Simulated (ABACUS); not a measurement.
Re:

```
Re
1.0
     2.76080    0.00000    0.00000
    -1.38040    2.39092    0.00000
     0.00000    0.00000    4.45820
Re
2
Cartesian
  1.3804 0.7970 3.3436
  0.0000 1.5939 1.1145
```

* Program: ABACUS 3.10.1
* Task: single point
* Functional: PBE
* Potentials or basis: PseudoDojo NC SR 0.4.1 PBE standard
* Cutoff: 993 eV
* Density cutoff: 3973 eV
* Basis: plane waves
* k mesh: 11 × 11 × 6
* Occupations: fermi-dirac, width 0.05 eV
* Spin: no spin polarisation

On this cell: pressure 5.8 GPa; largest force under 0.003 eV/Å; band gap on the k mesh none (metal or under the smearing width).

The same run follows on a disturbed copy (atoms moved at random, drawn with an rms of 0.05 Å):

```
CELL_PARAMETERS angstrom
2.76080 0.00000 0.00000
-1.38040 2.39092 0.00000
0.00000 0.00000 4.45820
ATOMIC_POSITIONS crystal
Re 0.66519 0.31579 0.76407
Re 0.32984 0.66561 0.24409
```

What changes?

The energy (extrapolated to zero smearing) moves by +11.6 meV/atom; pressure 7.2 GPa; largest force 0.551 eV/Å; band gap on the k mesh none (metal or under the smearing width).

Forces on the atoms (eV/Å):
```
Re  -0.156  0.213 -0.483
Re   0.156 -0.213  0.483
```

Stress tensor (GPa, compression positive):
```
 5.81  0.74  0.61
 0.74  7.74 -0.89
 0.61 -0.89  8.19
```
